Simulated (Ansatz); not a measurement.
# Ligand exchange: C3H8O + C2H7BS → C3H8S + C2H7BO

Species: C3H8O `CCCO`, singlet; C2H7BS `CCBS`, singlet; C3H8S (1-propanethiol) `CCCS`, singlet; C2H7BO `CCBO`, singlet. The partners trade OH for SH: C–OH and B–SH bonds give way to C–SH and B–OH.

Shapes, held fixed at every level: PBE0-D4/def2-TZVP. Flexible molecules stand in one conformer, not always the lowest. Programs: Ansatz 0.2.0. Electronic energies: no zero-point or thermal term.

(1) Estimate ΔE of this reaction.

Answers

(1) The highest level, CCSD(T)/CBS estimate, gives ΔE = -81.7 kJ/mol; the levels span -84.2 to -74.2. The column of differences is taken from that level and isn't an error. No measured value is set beside it here. The CBS estimate extrapolates MP2 from def2-TZVPP and def2-QZVPP and adds CCSD(T) − MP2 in the triple-zeta set, cores frozen.

```
               level                    kind  ΔE (kJ/mol)  less CCSD(T)/CBS estimate
       HF/def2-TZVPP            Hartree–Fock        -78.9                       +2.8
   PBE-D4/def2-TZVPP                     GGA        -74.2                       +7.5
r2SCAN-D4/def2-TZVPP                meta-GGA        -76.1                       +5.6
  PBE0-D4/def2-TZVPP           global hybrid        -75.8                       +5.9
  wB97X-V/def2-TZVPP  range-separated hybrid        -78.4                       +3.3
      MP2/def2-TZVPP     perturbation theory        -84.2                       -2.5
  CCSD(T)/def2-TZVPP   coupled cluster or CI        -79.6                       +2.1
CCSD(T)/CBS estimate   coupled cluster or CI        -81.7                        0.0
```
